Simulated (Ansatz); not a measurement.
Crystal: FeO (Wuestite).

```
Fe O
1.0
     0.00000    2.15540    2.15540
     2.15540    0.00000    2.15540
     2.15540    2.15540    0.00000
Fe O
1 1
Direct
  0.00000 0.00000 0.00000
  0.50000 0.50000 0.50000
```

```yaml
Program: Ansatz 0.2.0
Task: relaxation of cell and atoms
Functional: PBEsol
Potentials_or_basis: all-electron LAPW, scalar-relativistic
Basis_error_allowed: 0.001 eV/atom
k_mesh: 11 × 11 × 11
Occupations: fermi-dirac, width 0.05 eV
Spin: collinear spin, ferromagnetic start
Starting_moments: "[3.0, 0.0] μB"
```

At the start: volume 10.01 Å³/atom.

Question: Where does the relaxation end?

Answer: Over 5 steps the energy falls by 12.5 meV/atom and the volume is 9.57 Å³/atom (-4.5 %); space group Fm-3m (No. 225, to 0.05 Å); moment 4.00 μB per cell.

Step by step:
| step | energy change (eV) | largest force (eV/Å) | volume (Å³) |
| --- | --- | --- | --- |
| 1 | 0.0000 | 0.0000 | 20.03 |
| 2 | -0.0214 | 0.0000 | 19.46 |
| 3 | -0.0249 | 0.0000 | 19.11 |
| 4 | -0.0250 | 0.0000 | 19.13 |
| 5 | -0.0250 | 0.0000 | 19.13 |

Final structure:
```
Fe O
1.0
     0.00000    2.12284    2.12284
     2.12284    0.00000    2.12284
     2.12284    2.12284    0.00000
Fe O
1 1
Direct
  0.00000 0.00000 0.00000
  0.50000 0.50000 0.50000
```

Caveat: a cell with one magnetic atom can't hold antiferromagnetic order, which such compounds often take.
